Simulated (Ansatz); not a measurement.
One crystal and one scan (scan of one atom of the cell) at two levels, PBE (plane waves to 420 eV, PAW, scalar-relativistic; Ansatz, a program for electronic structure) and r2SCAN (plane waves to 500 eV, PAW, scalar-relativistic; Ansatz), each from its own relaxed cell and on its own mesh.

The crystal is CaF2 (fluorite); one F atom of a 3-atom cell moves by s towards the nearest neighbour, with its periodic images.

E stands for the smeared free energy. CaF2 was relaxed with its symmetry unable to fall. The PAW data are Ansatz's earlier set. Both scans cover s from -0.240 to 0.240 Å.

```
quantity                                                          run 1  run 2
----------------------------------------------------------------  -----  -----
Lattice constant a (Å)                                            5.511  5.440
Band gap of the relaxed cell, no spin-orbit coupling (eV)          7.14   8.03
Energy at s = 0.240 Å (meV/cell)                                  152.3  183.1
Force along the line at s = -0.240 Å (eV/Å)                       0.768  0.896
Force constant k = d²E/ds² at s = 0 (finite differences) (eV/Å²)   4.20   5.00
```

Task: Which run is which level?

Result: Run 1 is PBE, run 2 is r2SCAN. PBE gives the higher value for: lattice constant a. PBE gives the lower value for: band gap of the relaxed cell, no spin-orbit coupling; energy at s = 0.240 Å; force along the line at s = -0.240 Å; force constant k = d²E/ds² at s = 0. Both give the same symmetry of the curve: not even: the positive side lies higher at ±0.240 Å. Neither level is exact: the differences show how much the result hangs on the functional.

(For displaced atoms, the force is minus the slope of the energy, and its curvature is a force constant, which sets phonon frequencies.)
